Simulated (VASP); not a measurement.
# B (R-3m) in VASP: further runs

One crystal, B, is run at these levels: RPBE; tasks: relaxation of cell and atoms, single point.

All numbers are computed with VASP 6.6.1; they aren't measurements. Logs are shortened: lines on timing, memory, paths and dates and some standing lists are left out, and cuts for length are marked.

## 1. The structure

It takes space group R-3m (No. 166, trigonal). Conventional cell: a = 4.908 Å, b = 4.908 Å, c = 12.567 Å, α = 90.00°, β = 90.00°, γ = 120.00°. B (site symmetry m) has 6 B at 1.71 to 1.79 Å as nearest neighbours. Around B (site symmetry m) lie 7 B at 1.78 to 2.02 Å.

## 2. Relaxation of cell and atoms, RPBE

Input file INCAR:

```
SYSTEM = B
PREC = Accurate ; ENCUT = 600
EDIFF = 1E-7 ; ISMEAR = -1
SIGMA = 0.05 ; LREAL = .False.
LASPH = .True. ; NELM = 100
ALGO = Fast ; ISIF = 3
LWAVE = .False. ; LCHARG = .False.
GGA = RP ; IBRION = 2
NSW = 80 ; EDIFFG = -0.01
```

Input file KPOINTS:

```
regular mesh
0
Gamma
  4 4 4
  0 0 0
```

Input file POSCAR:

```
B
1.0
    2.4540015844      1.4168184754      4.1890000000
   -2.4540015844      1.4168184754      4.1890000000
    0.0000000000     -2.8336369507      4.1890000000
B
12
Direct
    0.0104000000      0.6573000000      0.0104000000
    0.0104000000      0.0104000000      0.6573000000
    0.6573000000      0.0104000000      0.0104000000
    0.9896000000      0.3427000000      0.9896000000
    0.3427000000      0.9896000000      0.9896000000
    0.9896000000      0.9896000000      0.3427000000
    0.2206000000      0.6323000000      0.2206000000
    0.2206000000      0.2206000000      0.6323000000
    0.6323000000      0.2206000000      0.2206000000
    0.7794000000      0.3677000000      0.7794000000
    0.3677000000      0.7794000000      0.7794000000
    0.7794000000      0.7794000000      0.3677000000
```

Potentials or basis: VASP PAW PBE potentials, release 64 (B).

Started as:

```
$ cat potpaw_PBE.64/B/POTCAR > POTCAR
$ mpirun -np 1 vasp_std > vasp.out
```

OUTCAR:

```text
SYSTEM = B
   PREC = Accurate
   ENCUT = 600
   EDIFF = 1E-7
   ISMEAR = -1
   LREAL = .False.
   LASPH = .True.
   NELM = 100
   ISIF = 3
   GGA = RP
   IBRION = 2
   NSW = 80
   EDIFFG = -0.01

 ion  position               nearest neighbor table
   1  0.010  0.657  0.010-   4 1.71   3 1.73   2 1.73   7 1.79  12 1.79  11 1.79
   2  0.010  0.010  0.657-   6 1.71   3 1.73   1 1.73   8 1.79  10 1.79  11 1.79
   3  0.657  0.010  0.010-   5 1.71   1 1.73   2 1.73   9 1.79  12 1.79  10 1.79
   4  0.990  0.343  0.990-   1 1.71   5 1.73   6 1.73  10 1.79   8 1.79   9 1.79
   5  0.343  0.990  0.990-   3 1.71   4 1.73   6 1.73  11 1.79   8 1.79   7 1.79
   6  0.990  0.990  0.343-   2 1.71   4 1.73   5 1.73  12 1.79   9 1.79   7 1.79
   7  0.221  0.632  0.221-  12 1.78  11 1.78   1 1.79   6 1.79   5 1.79   9 2.02   8 2.02
   8  0.221  0.221  0.632-  10 1.78  11 1.78   2 1.79   4 1.79   5 1.79   7 2.02   9 2.02
   9  0.632  0.221  0.221-  12 1.78  10 1.78   3 1.79   6 1.79   4 1.79   7 2.02   8 2.02
  10  0.779  0.368  0.779-   8 1.78   9 1.78   4 1.79   2 1.79   3 1.79  11 2.02  12 2.02
  11  0.368  0.779  0.779-   8 1.78   7 1.78   5 1.79   2 1.79   1 1.79  10 2.02  12 2.02
  12  0.779  0.779  0.368-   7 1.78   9 1.78   6 1.79   3 1.79   1 1.79  10 2.02  11 2.02

  LATTYP: Found a trigonal (rhomboedric) cell.
 ALAT       =     5.0573925464
 COS(alpha) =     0.5291025432

  Lattice vectors:

 A1 = (   2.4540015844,   1.4168184754,   4.1890000000)
 A2 = (  -2.4540015844,   1.4168184754,   4.1890000000)
 A3 = (   0.0000000000,  -2.8336369507,   4.1890000000)

Analysis of symmetry for initial positions (statically):
=====================================================================
 Subroutine PRICEL returns:
 Original cell was already a primitive cell.

 Routine SETGRP: Setting up the symmetry group for a
 trigonal (rhombohedral) supercell.

 Subroutine GETGRP returns: Found 12 space group operations
 (whereof 12 operations were pure point group operations)
 out of a pool of 12 trial point group operations.

The static configuration has the point symmetry D_3d.

Analysis of symmetry for dynamics (positions and initial velocities):
=====================================================================
 Subroutine PRICEL returns:
 Original cell was already a primitive cell.

 Routine SETGRP: Setting up the symmetry group for a
 trigonal (rhombohedral) supercell.

 Subroutine GETGRP returns: Found 12 space group operations
 (whereof 12 operations were pure point group operations)
 out of a pool of 12 trial point group operations.

The dynamic configuration has the point symmetry D_3d.

 Subroutine INISYM returns: Found 12 space group operations
 (whereof 12 operations are pure point group operations),
 and found     1 'primitive' translations

----------------------------------------------------------------------------------------

                                     Primitive cell

  volume of cell :      87.3878

  direct lattice vectors                    reciprocal lattice vectors
     2.454001584  1.416818475  4.189000000     0.203748850  0.117634453  0.079573486
    -2.454001584  1.416818475  4.189000000    -0.203748850  0.117634453  0.079573486
     0.000000000 -2.833636951  4.189000000     0.000000000 -0.235268906  0.079573486

  length of vectors
     5.057392546  5.057392546  5.057392546     0.248361426  0.248361426  0.248361426

  position of ions in fractional coordinates (direct lattice)
     0.010400000  0.657300000  0.010400000
     0.010400000  0.010400000  0.657300000
     0.657300000  0.010400000  0.010400000
     0.989600000  0.342700000  0.989600000
     0.342700000  0.989600000  0.989600000
     0.989600000  0.989600000  0.342700000
     0.220600000  0.632300000  0.220600000
     0.220600000  0.220600000  0.632300000
     0.632300000  0.220600000  0.220600000
     0.779400000  0.367700000  0.779400000
     0.367700000  0.779400000  0.779400000
     0.779400000  0.779400000  0.367700000

  ion indices of the primitive-cell ions
   primitive index   ion index
                 1           1
                 2           2
                 3           3
                 4           4
                 5           5
                 6           6
                 7           7
                 8           8
                 9           9
                10          10
                11          11
                12          12

----------------------------------------------------------------------------------------

 KPOINTS: regular mesh

Automatic generation of k-mesh.
 Grid dimensions read from file:
 generate k-points for:    4    4    4

 Generating k-lattice:

  Cartesian coordinates                     Fractional coordinates (reciprocal lattice)
     0.050937212  0.029408613  0.019893372     0.250000000  0.000000000  0.000000000
    -0.050937212  0.029408613  0.019893372     0.000000000  0.250000000  0.000000000
     0.000000000 -0.058817227  0.019893372     0.000000000  0.000000000  0.250000000

  Length of vectors
     0.062090357  0.062090357  0.062090357

  Shift w.r.t. Gamma in fractional coordinates (k-lattice)
     0.000000000  0.000000000  0.000000000

 Subroutine IBZKPT returns following result:
 ===========================================

 Found     13 irreducible k-points:

 Following reciprocal coordinates:
            Coordinates               Weight
  0.000000  0.000000  0.000000      1.000000
  0.250000  0.000000 -0.000000      6.000000
  0.500000  0.000000 -0.000000      3.000000
  0.250000  0.250000 -0.000000      6.000000
  0.500000  0.250000 -0.000000     12.000000
 -0.250000  0.250000  0.000000      6.000000
  0.500000  0.500000 -0.000000      3.000000
  0.250000  0.250000  0.250000      2.000000
  0.500000  0.250000  0.250000      6.000000
 -0.250000  0.250000  0.250000      6.000000
  0.500000  0.500000  0.250000      6.000000
 -0.250000  0.500000  0.250000      6.000000
  0.500000  0.500000  0.500000      1.000000
   k-points           NKPTS =     13   k-points in BZ     NKDIM =     13   number of bands    NBANDS=     25
   number of dos      NEDOS =    301   number of ions     NIONS =     12
   total plane-waves  NPLWV =  64000
   dimension x,y,z NGX =    40 NGY =   40 NGZ =   40
   dimension x,y,z NGXF=    80 NGYF=   80 NGZF=   80
   ions per type =              12
   NGX,Y,Z   is equivalent  to a cutoff of  13.15, 13.15, 13.15 a.u.
   NGXF,Y,Z  is equivalent  to a cutoff of  26.30, 26.30, 26.30 a.u.
 SYSTEM =  B
   PREC   = accura    normal or accurate (medium, high low for compatibility)
   ISTART =      0    job   : 0-new  1-cont  2-samecut
   ICHARG =      2    charge: 1-file 2-atom 10-const
   ISPIN  =      1    spin polarized calculation?
   LNONCOLLINEAR =      F non collinear calculations
   LSORBIT =      F    spin-orbit coupling
   LASPH  =      T    aspherical Exc in radial PAW
   ENCUT  =  600.0 eV  44.10 Ry    6.64 a.u.  10.10 10.10 10.10*2*pi/ulx,y,z
   NELM   =    100;   NELMIN=  2; NELMDL= -5     # of ELM steps
   EDIFF  = 0.1E-06   stopping-criterion for ELM
   LREAL  =      F    real-space projection
   EDIFFG = -.1E-01   stopping-criterion for IOM
   NSW    =     80    number of steps for IOM
   IBRION =      2    ionic relax: 0-MD 1-quasi-New 2-CG
   NFREE  =      1    steps in history (QN), initial steepest desc. (CG)
   ISIF   =      3    stress and relaxation
   ISYM   =      2    0-nonsym 1-usesym 2-fastsym
   POTIM  = 0.5000    time-step for ionic-motion
   TEBEG  =    0.0;   TEEND  =   0.0 temperature during run
   PSTRESS=    0.0 pullay stress
   NELECT =      36.0000    total number of electrons
   NUPDOWN=      -1.0000    fix difference up-down
   EMIN   =  10.00;   EMAX   =-10.00  energy-range for DOS
   EFERMI =   0.00;   METHOD = LEGACY
   ISMEAR =    -1;   SIGMA  =   0.05  broadening in eV -4-tet -1-fermi 0-gaus
   EFERMI_NEDOS =   21; number of points for ismear=-14 and -15
   IALGO  =     68    algorithm
   IMIX   =      4    mixing-type and parameters
     AMIX     =   0.40;   BMIX     =  1.00
     AMIX_MAG =   1.60;   BMIX_MAG =  1.00
  volume/ion in A,a.u.               =       7.28        49.14
  Fermi-wavevector in a.u.,A,eV,Ry     =   1.218126  2.301924 20.188736  1.483830
  Thomas-Fermi vector in A             =   2.353423
   LORBIT       =      0    0 simple, 1 ext, 2 COOP (PROOUT), +10 PAW based schemes
   GGA     = RP    functional components
   LHFCALC =     F    Hartree Fock is set to
   AEXX    =    0.0000 exact exchange contribution
   IVDW    =     0    specifies the selected vdW correction
   LEPSILON=     F    determine dielectric tensor
   LRPA    =     F    only Hartree local field effects (RPA)
 conjugate gradient relaxation of ions
 non-spin polarized calculation
 RMM-DIIS sequential band-by-band and
  energy-cutoff  :      600.00
  volume of cell :       87.39
 maximum number of plane-waves:      2950
   NGX = 21   NGY = 21   NGZ = 21

--------------------------------------- Ionic step        1  -------------------------------------------

 number of electron      36.0000000 magnetization

 Free energy of the ion-electron system (eV)
  ---------------------------------------------------
  ext. energy  EPLUGINS =         0.00000000
  ---------------------------------------------------
  free energy    TOTEN  =       -76.71588305 eV

  energy without entropy =      -76.71588304  energy(sigma->0) =      -76.71588305

------------------------ aborting loop because EDIFF is reached ----------------------------------------

  FORCE on cell =-STRESS in cart. coord.  units (eV):
  Direction    XX          YY          ZZ          XY          YZ          ZX
  --------------------------------------------------------------------------------------
  -------------------------------------------------------------------------------------
  Total        2.2694477      2.2694477      1.5450271      0.0000000      0.0000000     -0.0000000
  in kB       41.6083117     41.6083117     28.3267034      0.0000000      0.0000000     -0.0000000
  external PRESSURE =      37.1811089 kB  Pullay stress =       0.0000000 kB
[... 353 lines left out ...]
  energy  without entropy=      -76.7845941812  energy(sigma->0) =      -76.78459421

--------------------------------------- Ionic step        9  -------------------------------------------

 number of electron      36.0000000 magnetization

 Free energy of the ion-electron system (eV)
  ---------------------------------------------------
  ext. energy  EPLUGINS =         0.00000000
  ---------------------------------------------------
  free energy    TOTEN  =       -76.78460726 eV

  energy without entropy =      -76.78460720  energy(sigma->0) =      -76.78460723

 E-fermi :   6.5577     XC(G=0): -11.4289

 val. band max:        5.8759342266   @ k =   0.5000   0.5000   0.5000
 cond. band min:       7.3129715149   @ k =   0.5000   0.5000  -0.0000
 fundamental gap:      1.4370372884
 Fermi energy:         6.5576554481

 k-point     1 :       0.0000    0.0000    0.0000
  band No.  band energies     occupation
      1     -10.2274      2.00000
      2      -4.5492      2.00000
      3      -4.2958      2.00000
      4      -4.2958      2.00000
      5      -3.1822      2.00000
      6      -2.5555      2.00000
[... 392 lines left out ...]
  FREE ENERGIE OF THE ION-ELECTRON SYSTEM (eV)
  ---------------------------------------------------
  free  energy   TOTEN  =       -76.7846072647 eV

  energy  without entropy=      -76.7846072027  energy(sigma->0) =      -76.78460723

 reached required accuracy - stopping structural energy minimisation
```

Run time: 2.5 min. Hardware: 1 thread of Intel Xeon Platinum 8559C (Emerald Rapids), shared host; peak memory 0.24 GiB.

Results:

| Quantity | Value |
| --- | --- |
| Free energy | -76.7846 eV |
| Relaxed volume | 7.37 Å³/atom |
| Relaxed cell | a = 5.078 Å, b = 5.078 Å, c = 5.078 Å, α = 58.03°, β = 58.03°, γ = 58.03° |
| Space group after relaxing (to 0.05 Å) | R-3m (No. 166) |
| Energy gained by relaxing | 5.7 meV/atom |
| Ionic steps | 9 |
| Pressure after relaxing | 0.0 GPa |
| Largest force after relaxing | 0.009 eV/Å |
| Band gap on the k mesh | 1.44 eV, indirect (least direct gap 1.90 eV) |

Forces on the atoms (eV/Å):
```
B    0.005 -0.003 -0.007
B    0.000  0.006 -0.007
B   -0.005 -0.003 -0.007
B   -0.005  0.003  0.007
B    0.005  0.003  0.007
B    0.000 -0.006  0.007
B    0.004 -0.002  0.004
B    0.000  0.004  0.004
B   -0.004 -0.002  0.004
B   -0.004  0.002 -0.004
B    0.004  0.002 -0.004
B    0.000 -0.004 -0.004
```

The path:
| step | energy change (eV) | largest force (eV/Å) | pressure (GPa) | volume (Å³) |
| --- | --- | --- | --- | --- |
| 1 | 0.0000 | 0.9602 | 3.72 | 87.39 |
| 2 | 0.0955 | 1.6271 | -3.72 | 89.54 |
| 3 | -0.0670 | 0.0874 | 0.40 | 88.23 |
| 4 | -0.0670 | 0.0815 | 0.46 | 88.21 |
| 5 | -0.0684 | 0.0417 | -0.11 | 88.45 |
| 6 | -0.0685 | 0.0360 | 0.01 | 88.40 |
| 7 | -0.0687 | 0.0200 | -0.01 | 88.43 |
| 8 | -0.0687 | 0.0151 | 0.00 | 88.42 |
| 9 | -0.0687 | 0.0093 | 0.02 | 88.43 |

Final structure:
```
B
1.0
     2.46322    1.42214    4.20710
    -2.46322    1.42214    4.20710
     0.00000   -2.84428    4.20710
B
12
Direct
  0.01020 0.65396 0.01020
  0.01020 0.01020 0.65396
  0.65396 0.01020 0.01020
  0.98980 0.34604 0.98980
  0.34604 0.98980 0.98980
  0.98980 0.98980 0.34604
  0.22091 0.63071 0.22091
  0.22091 0.22091 0.63071
  0.63071 0.22091 0.22091
  0.77909 0.36929 0.77909
  0.36929 0.77909 0.77909
  0.77909 0.77909 0.36929
```

Levels at points of the mesh, in eV from the valence-band top:
```
           k point  band 16  band 17  band 18  band 19  band 20  band 21
(0.00, 0.00, 0.00)    -0.86    -0.86    -0.35     1.55     4.48     4.48
(0.50, 0.00, 0.00)    -1.93    -1.68    -0.62     1.92     3.11     3.63
(0.50, 0.50, 0.00)    -2.60    -2.08    -1.93     1.44     2.65     2.75
(0.50, 0.50, 0.50)    -1.85    -1.85     0.00     2.60     2.74     2.74
```

Caveat: the PAW data sets were made with another functional, which shifts forces and pressure a little.

## 3. Single point, RPBE, non-collinear spin, zero start, spin-orbit coupling

This run uses another cell than the first one, of 7.37 Å³/atom, 1.012 times its volume.

Input file INCAR:

```
SYSTEM = B
ALGO = Normal
EDIFF = 1E-6
ENCUT = 520
GGA = RP
GGA_COMPAT = .FALSE.
ISIF = 2
ISMEAR = -1
LASPH = .TRUE.
LCHARG = .FALSE.
LORBIT = 11
LORBMOM = .TRUE.
LREAL = .FALSE.
LSORBIT = .TRUE.
LWAVE = .FALSE.
MAGMOM = 0 0 0 0 0 0 0 0 0 0 0 0 0 0 0 0 0 0 0 0 0 0 0 0 0 0 0 0 0 0 0 0 0 0 0 0
NBANDS = 58
NELM = 150
PREC = Accurate
SIGMA = 0.05
```

Input file KPOINTS:

```
k-points
0
G
  6 6 6
  0 0 0
```

Input file POSCAR:

```
B
1.0
    2.4637105808      1.4224239670      4.2073601996
   -2.4637105808      1.4224239670      4.2073601996
    0.0000000000     -2.8448479340      4.2073601996
B
12
Direct
    0.0101827327      0.6539939251      0.0101827327
    0.0101827327      0.0101827327      0.6539939251
    0.6539939251      0.0101827327      0.0101827327
    0.9898172673      0.3460060749      0.9898172673
    0.3460060749      0.9898172673      0.9898172673
    0.9898172673      0.9898172673      0.3460060749
    0.2208552407      0.6308556734      0.2208552407
    0.2208552407      0.2208552407      0.6308556734
    0.6308556734      0.2208552407      0.2208552407
    0.7791447593      0.3691443266      0.7791447593
    0.3691443266      0.7791447593      0.7791447593
    0.7791447593      0.7791447593      0.3691443266
```

Potentials or basis: VASP PAW PBE potentials, release 64 (B).

Started as:

```
$ cat potpaw_PBE.64/B/POTCAR > POTCAR
$ mpirun -np 1 vasp_ncl > vasp.out
```

Run time: 6.8 min. Hardware: 1 thread of Intel Xeon Platinum 8559C (Emerald Rapids), shared host; peak memory 0.58 GiB.

The run converged. Its results:

| Item | Value |
| --- | --- |
| Free energy | -76.7839 eV |
| Pressure | 0.0 GPa |
| Largest force | 0.016 eV/Å |
| Net moment | 0.00 μB per cell |
| Valence electrons inside the program's atomic spheres | B 2.09, 1.93 |

Forces in eV/Å, atoms in the order of the input:
```
B    0.009 -0.005 -0.004
B    0.000  0.010 -0.004
B   -0.009 -0.005 -0.004
B   -0.009  0.005  0.004
B    0.009  0.005  0.004
B    0.000 -0.010  0.004
B    0.014 -0.008  0.002
B    0.000  0.016  0.002
B   -0.014 -0.008  0.002
B   -0.014  0.008 -0.002
B    0.014  0.008 -0.002
B    0.000 -0.016 -0.002
```

Moments on the atoms (μB; x, y, z):
```
B   0.00 0.00 0.00
B   0.00 0.00 0.00
B   0.00 0.00 0.00
B   0.00 0.00 0.00
B   0.00 0.00 0.00
B   0.00 0.00 0.00
B   0.00 0.00 0.00
B   0.00 0.00 0.00
B   0.00 0.00 0.00
B   0.00 0.00 0.00
B   0.00 0.00 0.00
B   0.00 0.00 0.00
```

Caveat: the PAW data sets were made with another functional, which shifts forces and pressure a little.
